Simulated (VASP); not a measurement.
The system is Ca.

```xyz
1
Lattice="-2.2400 2.2400 2.2400 2.2400 -2.2400 2.2400 2.2400 2.2400 -2.2400" Properties=species:S:1:pos:R:3 pbc="T T T"
Ca    0.0000    0.0000    0.0000
```

This isn't the form of Ca at room conditions, which is fcc.

| Item | Value |
| --- | --- |
| Program | VASP 6.6.1 |
| Task | relaxation of cell and atoms |
| Functional | BLYP |
| Dispersion | D3 |
| Potentials or basis | VASP PAW PBE potentials, release 64 (Ca_sv) |
| Cutoff | 600 eV |
| k mesh | 8 × 8 × 8 |
| Occupations | fermi-dirac, width 0.05 eV |
| Spin | no spin polarisation |

At the start: pressure -0.9 GPa; volume 44.96 Å³/atom.

Task: Where does the relaxation end?

Result: Over 4 steps the energy falls by 8.3 meV/atom and the volume is 41.93 Å³/atom (-6.7 %); space group Im-3m (No. 229, to 0.05 Å).

Step by step:
| step | energy change (eV) | largest force (eV/Å) | pressure (GPa) | volume (Å³) |
| --- | --- | --- | --- | --- |
| 1 | 0.0000 | 0.0000 | -0.86 | 44.96 |
| 2 | -0.0063 | 0.0000 | -0.44 | 43.40 |
| 3 | -0.0083 | 0.0000 | 0.05 | 41.76 |
| 4 | -0.0083 | 0.0000 | 0.00 | 41.93 |

Final structure:
```
Ca
1.0
    -2.18848    2.18848    2.18848
     2.18848   -2.18848    2.18848
     2.18848    2.18848   -2.18848
Ca
1
Direct
  0.00000 0.00000 0.00000
```

Caveat: the PAW data sets were made with another functional, which shifts forces and pressure a little; pairwise dispersion overbinds metals, which lowers pressure and volume.
